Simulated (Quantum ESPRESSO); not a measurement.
# Si (Pm-3m) in Quantum ESPRESSO: energy-loss spectrum with LDA

Aim: the energy-loss spectrum of Si with LDA.

Program: Quantum ESPRESSO 7.5. These are calculated values, not measurements. Logs are shortened: lines on timing, memory, paths and dates and some standing lists are left out, and cuts for length are marked.

### Step 1. The crystal as given

Symmetry: Pm-3m, No. 221, cubic system. The conventional cell has a = 2.532 Å, b = 2.532 Å, c = 2.532 Å, α = 90.00°, β = 90.00°, γ = 90.00°. Si (site symmetry m-3m) is surrounded by 6 Si at 2.53 Å.

The cell was built by a generator and needn't be a form met in nature.

### Step 2. Energy-loss spectrum, LDA

Input file pw.in:

```
&CONTROL
  calculation = 'scf'
  prefix = 'pwscf'
  outdir = './tmp'
  pseudo_dir = './pseudo'
  tprnfor = .true.
  tstress = .true.
  disk_io = 'low'
/
&SYSTEM
  ibrav = 0
  nat = 1
  ntyp = 1
  ecutwfc = 32
  nbnd = 7
  occupations = 'smearing'
  smearing = 'fd'
  degauss = 0.00367493
/
&ELECTRONS
  conv_thr = 2d-10
  electron_maxstep = 120
  mixing_beta = 0.5
/
ATOMIC_SPECIES
Si    28.0850 Si.upf
CELL_PARAMETERS bohr
   4.7849944174    0.0000000000    0.0000000000
   0.0000000000    4.7849944174    0.0000000000
   0.0000000000    0.0000000000    4.7849944174
ATOMIC_POSITIONS bohr
Si     2.3924972087    2.3924972087    2.3924972087
K_POINTS automatic
12 12 12 1 1 1
```

Input file scf2.in:

```
&CONTROL
  calculation = 'scf'
  prefix = 'pwscf'
  outdir = './tmp'
  pseudo_dir = './pseudo'
  tprnfor = .true.
  tstress = .true.
  disk_io = 'low'
/
&SYSTEM
  ibrav = 0
  nat = 1
  ntyp = 1
  ecutwfc = 32
  nbnd = 7
  occupations = 'smearing'
  smearing = 'fd'
  degauss = 0.00367493
/
&ELECTRONS
  conv_thr = 1d-11
  electron_maxstep = 120
  mixing_beta = 0.5
  startingpot = 'file'
  startingwfc = 'file'
/
ATOMIC_SPECIES
Si    28.0850 Si.upf
CELL_PARAMETERS bohr
   4.7849944174    0.0000000000    0.0000000000
   0.0000000000    4.7849944174    0.0000000000
   0.0000000000    0.0000000000    4.7849944174
ATOMIC_POSITIONS bohr
Si     2.3924972087    2.3924972087    2.3924972087
K_POINTS automatic
12 12 12 1 1 1
```

Input file eels.in:

```
&LR_INPUT
  prefix = 'pwscf'
  outdir = './tmp'
  restart_step = 5000
  restart = .false.
/
&LR_CONTROL
  calculator = 'lanczos'
  approximation = 'RPA_with_CLFE'
  q1 = 0
  q2 = 0
  q3 = 0.402997823
  itermax = 400
/
```

Input file spectrum.in:

```
&LR_INPUT
  prefix = 'pwscf'
  outdir = './tmp'
  eels = .true.
  itermax0 = 400
  itermax = 20000
  extrapolation = 'osc'
  epsil = 0.05
  units = 1
  start = 0
  end = 40
  increment = 0.2
/
```

Input file spectrum_short.in:

```
&LR_INPUT
  prefix = 'pwscf'
  outdir = './tmp'
  eels = .true.
  itermax0 = 266
  itermax = 20000
  extrapolation = 'osc'
  epsil = 0.05
  units = 1
  start = 0
  end = 40
  increment = 0.2
/
```

Potentials or basis: PseudoDojo 0.4.1 SR LDA standard.

The run is started by

```sh
> OMP_NUM_THREADS=1 pw.x -in pw.in > pw.out
> OMP_NUM_THREADS=1 pw.x -in scf2.in > scf2.out
> OMP_NUM_THREADS=1 turbo_eels.x -in eels.in > eels.out
> OMP_NUM_THREADS=1 turbo_spectrum.x -in spectrum.in > spectrum.out
> OMP_NUM_THREADS=1 turbo_spectrum.x -in spectrum_short.in > spectrum_short.out
```

pw.out:

```text
This program is part of the open-source Quantum ESPRESSO suite
     for quantum simulation of materials; please cite
[... 9 lines left out ...]
     --------------------
     sticks:   dense  smooth     PW     G-vecs:    dense   smooth      PW
     Sum         241     241     89                 2721     2721     587

     Using Slab Decomposition

     bravais-lattice index     =            0
     lattice parameter (alat)  =       4.7850  a.u.
     unit-cell volume          =     109.5581 (a.u.)^3
     number of atoms/cell      =            1
     number of atomic types    =            1
     number of electrons       =         4.00
     number of Kohn-Sham states=            7
     kinetic-energy cutoff     =      32.0000  Ry
     charge density cutoff     =     128.0000  Ry
     scf convergence threshold =      2.0E-10
     mixing beta               =       0.5000
     number of iterations used =            8  plain     mixing
     Exchange-correlation= SLA  PW   NOGX NOGC
                           (   1   4   0   0   0   0   0)

     celldm(1)=   4.784994  celldm(2)=   0.000000  celldm(3)=   0.000000
     celldm(4)=   0.000000  celldm(5)=   0.000000  celldm(6)=   0.000000

     crystal axes: (cart. coord. in units of alat)
               a(1) = (   1.000000   0.000000   0.000000 )
               a(2) = (   0.000000   1.000000   0.000000 )
               a(3) = (   0.000000   0.000000   1.000000 )

     reciprocal axes: (cart. coord. in units 2 pi/alat)
               b(1) = (  1.000000  0.000000  0.000000 )
               b(2) = (  0.000000  1.000000  0.000000 )
               b(3) = (  0.000000  0.000000  1.000000 )

     PseudoPot. # 1 for Si read from file:
     Si.upf
     Pseudo is Norm-conserving + core correction, Zval =  4.0
     Generated using ONCVPSP code by D. R. Hamann
     Using radial grid of 1510 points,  6 beta functions with:
                l(1) =   0
                l(2) =   0
                l(3) =   1
                l(4) =   1
                l(5) =   2
                l(6) =   2

     atomic species   valence    mass     pseudopotential
     Si                4.00    28.08500     Si( 1.00)

     48 Sym. Ops., with inversion, found

   Cartesian axes

     site n.     atom                  positions (alat units)
         1        Si     tau(   1) = (   0.5000000   0.5000000   0.5000000  )

     number of k points=    56  Fermi-Dirac smearing, width (Ry)=  0.0037
                       cart. coord. in units 2pi/alat
        k(    1) = (   0.0416667   0.0416667   0.0416667), wk =   0.0092593
        k(    2) = (   0.0416667   0.0416667   0.1250000), wk =   0.0277778
        k(    3) = (   0.0416667   0.0416667   0.2083333), wk =   0.0277778
        k(    4) = (   0.0416667   0.0416667   0.2916667), wk =   0.0277778
        k(    5) = (   0.0416667   0.0416667   0.3750000), wk =   0.0277778
        k(    6) = (   0.0416667   0.0416667   0.4583333), wk =   0.0277778
[... 48 lines left out ...]
        k(   55) = (   0.3750000   0.4583333   0.4583333), wk =   0.0277778
        k(   56) = (   0.4583333   0.4583333   0.4583333), wk =   0.0092593

     Dense  grid:     2721 G-vectors     FFT dimensions: (  18,  18,  18)

     Initial potential from superposition of free atoms

     starting charge       3.9994, renormalised to       4.0000
     Starting wfcs are    4 randomized atomic wfcs +    3 random wfcs

     Self-consistent Calculation

     iteration #  1     ecut=    32.00 Ry     beta= 0.50
     Davidson diagonalization with overlap
     ethr =  1.00E-02,  avg # of iterations =  6.4

     Threshold (ethr) on eigenvalues was too large:
     Diagonalizing with lowered threshold

     Davidson diagonalization with overlap
     ethr =  8.83E-05,  avg # of iterations =  3.5

     total energy              =      -8.50524718 Ry
     estimated scf accuracy    <       0.00347645 Ry

     iteration #  2     ecut=    32.00 Ry     beta= 0.50
     Davidson diagonalization with overlap
     ethr =  8.69E-05,  avg # of iterations =  1.0

     total energy              =      -8.50519178 Ry
     estimated scf accuracy    <       0.00085553 Ry

     iteration #  3     ecut=    32.00 Ry     beta= 0.50
     Davidson diagonalization with overlap
     ethr =  2.14E-05,  avg # of iterations =  1.3

     total energy              =      -8.50519685 Ry
     estimated scf accuracy    <       0.00000102 Ry

     iteration #  4     ecut=    32.00 Ry     beta= 0.50
     Davidson diagonalization with overlap
     ethr =  2.56E-08,  avg # of iterations =  3.3

     total energy              =      -8.50519736 Ry
     estimated scf accuracy    <          5.3E-09 Ry

     iteration #  5     ecut=    32.00 Ry     beta= 0.50
     Davidson diagonalization with overlap
     ethr =  1.32E-10,  avg # of iterations =  3.2

     End of self-consistent calculation

          k = 0.0417 0.0417 0.0417 (   344 PWs)   bands (ev):

    -4.4875  14.4553  14.4553  15.8535  17.8813  17.8813  24.4174

          k = 0.0417 0.0417 0.1250 (   340 PWs)   bands (ev):

    -4.1814  11.8232  14.7071  15.9775  18.1235  20.1983  25.4640

          k = 0.0417 0.0417 0.2083 (   337 PWs)   bands (ev):

    -3.5732   9.1044  15.1970  16.4765  18.5915  21.9068  27.2725

          k = 0.0417 0.0417 0.2917 (   336 PWs)   bands (ev):

    -2.6739   6.5696  15.8858  17.2202  19.2436  23.1551  25.8627

          k = 0.0417 0.0417 0.3750 (   336 PWs)   bands (ev):

    -1.5156   4.3039  16.6720  18.1431  19.9893  23.4642  23.9617

          k = 0.0417 0.0417 0.4583 (   332 PWs)   bands (ev):

    -0.2727   2.5033  17.2868  19.0045  20.6325  22.4284  22.6591

          k = 0.0417 0.1250 0.1250 (   339 PWs)   bands (ev):

    -3.8756  11.5782  12.7666  15.9588  19.3209  21.8107  26.0057

          k = 0.0417 0.1250 0.2083 (   331 PWs)   bands (ev):

    -3.2681   9.3156  12.8525  16.4426  19.9389  23.6069  25.6729

          k = 0.0417 0.1250 0.2917 (   333 PWs)   bands (ev):

    -2.3698   6.8318  13.5516  17.1778  20.5424  23.3235  25.1252

          k = 0.0417 0.1250 0.3750 (   333 PWs)   bands (ev):

    -1.2123   4.5821  14.4202  18.0843  20.6083  22.2050  24.0605

          k = 0.0417 0.1250 0.4583 (   336 PWs)   bands (ev):

     0.0319   2.7853  15.1594  18.9471  19.6786  22.3855  22.8106

          k = 0.0417 0.2083 0.2083 (   331 PWs)   bands (ev):

    -2.6620   9.2673  10.7622  16.9107  20.5049  23.4244  26.1309

          k = 0.0417 0.2083 0.2917 (   332 PWs)   bands (ev):

    -1.7655   7.3135  10.9810  17.5950  19.9428  22.5340  26.3915

          k = 0.0417 0.2083 0.3750 (   335 PWs)   bands (ev):

    -0.6096   5.1253  11.8658  17.8595  18.8910  23.0924  24.5896

          k = 0.0417 0.2083 0.4583 (   339 PWs)   bands (ev):

     0.6375   3.3408  12.7018  16.7480  19.4842  23.2887  23.7469

          k = 0.0417 0.2917 0.2917 (   337 PWs)   bands (ev):

    -0.8715   7.5315   9.0735  17.4517  18.6967  23.1673  26.8416

          k = 0.0417 0.2917 0.3750 (   336 PWs)   bands (ev):

     0.2824   5.8810   9.4738  15.6174  19.3928  24.0995  25.2536

          k = 0.0417 0.2917 0.4583 (   340 PWs)   bands (ev):

     1.5361   4.1436  10.3240  14.1885  20.1715  23.9501  24.9474

          k = 0.0417 0.3750 0.3750 (   338 PWs)   bands (ev):

     1.4363   6.3741   7.7661  13.5132  20.2469  25.1594  25.7184

          k = 0.0417 0.3750 0.4583 (   340 PWs)   bands (ev):

     2.7084   5.1102   8.1464  12.0251  21.0386  24.6693  26.0843

          k = 0.0417 0.4583 0.4583 (   338 PWs)   bands (ev):

     4.0614   5.7954   6.4614  10.5610  21.8490  25.1435  25.2691

          k = 0.1250 0.1250 0.1250 (   338 PWs)   bands (ev):

    -3.5702  11.8362  11.8362  14.4268  22.0274  22.0274  26.2618

          k = 0.1250 0.1250 0.2083 (   333 PWs)   bands (ev):

    -2.9635   9.5364  12.3404  14.5479  22.4175  24.0853  25.8209

          k = 0.1250 0.1250 0.2917 (   337 PWs)   bands (ev):

    -2.0661   7.0932  13.0550  15.2758  22.5968  23.2851  23.9124

          k = 0.1250 0.1250 0.3750 (   338 PWs)   bands (ev):

    -0.9096   4.8593  13.8833  16.3057  21.2369  21.4514  23.9931

          k = 0.1250 0.1250 0.4583 (   338 PWs)   bands (ev):

     0.3356   3.0668  14.5506  17.4406  19.8611  20.0688  24.4090

          k = 0.1250 0.2083 0.2083 (   334 PWs)   bands (ev):

    -2.3581   9.5298  10.7849  14.4508  22.6527  24.4275  25.7095

          k = 0.1250 0.2083 0.2917 (   330 PWs)   bands (ev):

    -1.4628   7.5744  11.0928  15.1165  20.6433  23.8818  24.8970

          k = 0.1250 0.2083 0.3750 (   336 PWs)   bands (ev):

    -0.3081   5.4005  11.9604  16.0439  18.7163  21.9250  25.5993

          k = 0.1250 0.2083 0.4583 (   338 PWs)   bands (ev):

     0.9396   3.6209  12.7413  16.7940  17.5653  20.4855  26.1346

          k = 0.1250 0.2917 0.2917 (   336 PWs)   bands (ev):

    -0.5702   7.7970   9.2814  15.6644  18.3680  24.3434  24.9248

          k = 0.1250 0.2917 0.3750 (   336 PWs)   bands (ev):

     0.5820   6.1525   9.6939  15.6224  17.2759  22.6385  25.4791

          k = 0.1250 0.2917 0.4583 (   336 PWs)   bands (ev):

     1.8356   4.4215  10.5231  14.4496  17.9249  21.2110  26.0865

          k = 0.1250 0.3750 0.3750 (   340 PWs)   bands (ev):

     1.7336   6.6413   8.0221  13.7537  17.9348  23.1924  23.8145

          k = 0.1250 0.3750 0.4583 (   335 PWs)   bands (ev):

     3.0041   5.3841   8.3976  12.3050  18.8165  22.0349  24.1765

          k = 0.1250 0.4583 0.4583 (   334 PWs)   bands (ev):

     4.3529   6.0634   6.7327  10.8502  19.7554  22.6084  22.7935

          k = 0.2083 0.2083 0.2083 (   335 PWs)   bands (ev):

    -1.7544  10.0435  10.0435  13.0394  23.3383  23.3383  24.1341

          k = 0.2083 0.2083 0.2917 (   334 PWs)   bands (ev):

    -0.8613   8.0602  10.7756  13.3482  20.9634  21.5088  24.4630

          k = 0.2083 0.2083 0.3750 (   339 PWs)   bands (ev):

     0.2909   5.9373  11.6332  14.3303  18.9764  19.4304  25.2645

          k = 0.2083 0.2083 0.4583 (   341 PWs)   bands (ev):

     1.5402   4.1723  12.3371  15.5720  17.6526  17.7022  25.8984

          k = 0.2083 0.2917 0.2917 (   332 PWs)   bands (ev):

     0.0283   8.3174   9.5400  13.4023  18.7947  21.6551  22.4971

          k = 0.2083 0.2917 0.3750 (   333 PWs)   bands (ev):

     1.1772   6.6823  10.0323  14.2271  16.7932  19.9404  22.9849

          k = 0.2083 0.2917 0.4583 (   336 PWs)   bands (ev):

     2.4305   4.9679  10.8098  14.8278  15.7945  18.4071  23.6392

          k = 0.2083 0.3750 0.3750 (   334 PWs)   bands (ev):

     2.3236   7.1658   8.4937  14.0556  15.6844  20.4806  21.2538

          k = 0.2083 0.3750 0.4583 (   335 PWs)   bands (ev):

     3.5907   5.9221   8.8681  12.8453  16.4043  19.2735  21.6160

          k = 0.2083 0.4583 0.4583 (   330 PWs)   bands (ev):

     4.9293   6.5900   7.2610  11.4167  17.3742  19.8872  20.1350

          k = 0.2917 0.2917 0.2917 (   329 PWs)   bands (ev):

     0.9137   9.0617   9.0617  12.2709  19.2099  19.2099  20.4370

          k = 0.2917 0.2917 0.3750 (   329 PWs)   bands (ev):

     2.0573   7.4204   9.9409  12.8158  17.1783  17.7264  20.6337

          k = 0.2917 0.2917 0.4583 (   332 PWs)   bands (ev):

     3.3114   5.7551  10.6738  13.9954  15.8654  15.9405  21.3026

          k = 0.2917 0.3750 0.3750 (   328 PWs)   bands (ev):

     3.1953   7.9181   9.0013  13.0202  15.3809  18.0153  18.8656

          k = 0.2917 0.3750 0.4583 (   327 PWs)   bands (ev):

     4.4566   6.6953   9.4310  13.5002  14.4100  16.7738  19.2238

          k = 0.2917 0.4583 0.4583 (   330 PWs)   bands (ev):

     5.7748   7.3461   8.0000  12.2238  15.1387  17.4137  17.6935

          k = 0.3750 0.3750 0.3750 (   326 PWs)   bands (ev):

     4.3211   8.8115   8.8115  12.2265  15.9625  15.9625  16.9425

          k = 0.3750 0.3750 0.4583 (   326 PWs)   bands (ev):

     5.5756   7.6142   9.5647  12.9150  14.6261  14.7431  17.1183

          k = 0.3750 0.4583 0.4583 (   327 PWs)   bands (ev):

     6.8513   8.2467   8.7854  13.0444  13.4221  15.3510  15.5868

          k = 0.4583 0.4583 0.4583 (   320 PWs)   bands (ev):

     8.0334   9.0103   9.0103  12.3150  14.0033  14.0033  14.0743

     the Fermi energy is     8.4745 ev

!    total energy              =      -8.50519737 Ry
     estimated scf accuracy    <          1.1E-10 Ry
     smearing contrib. (-TS)   =      -0.00019317 Ry
     internal energy E=F+TS    =      -8.50500420 Ry

     The total energy is F=E-TS. E is the sum of the following terms:
     one-electron contribution =       3.95570056 Ry
     hartree contribution      =       0.13715228 Ry
     xc contribution           =      -3.11053983 Ry
     ewald contribution        =      -9.48731722 Ry

     convergence has been achieved in   5 iterations

     Forces acting on atoms (cartesian axes, Ry/au):

     atom    1 type  1   force =     0.00000000    0.00000000    0.00000000

     Total force =     0.000000     Total SCF correction =     0.000000

     Computing stress (Cartesian axis) and pressure

          total   stress  (Ry/bohr**3)                   (kbar)     P=      -38.55
  -0.00026202   0.00000000   0.00000000          -38.55        0.00        0.00
   0.00000000  -0.00026202   0.00000000            0.00      -38.55        0.00
   0.00000000   0.00000000  -0.00026202            0.00        0.00      -38.55

=------------------------------------------------------------------------------=
   JOB DONE.
=------------------------------------------------------------------------------=
```

Run time: 32 s. Hardware: 1 thread of AMD EPYC 9R45 (Zen 5), shared host; peak memory 0.12 GiB.

What came out:

```yaml
Free_energy: -115.7191 eV
Pressure: -3.9 GPa
Band_gap_on_the_k_mesh: none (metal or under the smearing width)
Peak_of_the_energy-loss_function: 21.2 eV
```

Energy-loss function at q = [0.0, 0.0, 1.0] (Å⁻¹, cartesian):
```csv
energy (eV),loss
0.0,0.000
1.8,0.031
3.4,0.094
5.2,0.101
7.0,0.078
8.6,0.129
10.4,0.193
12.2,0.225
13.8,0.291
15.6,0.484
17.4,0.939
19.0,1.986
20.8,3.550
22.4,2.653
24.2,1.037
26.0,0.446
27.6,0.256
29.4,0.169
31.2,0.123
32.8,0.088
34.6,0.074
36.4,0.058
38.0,0.046
39.8,0.038
```
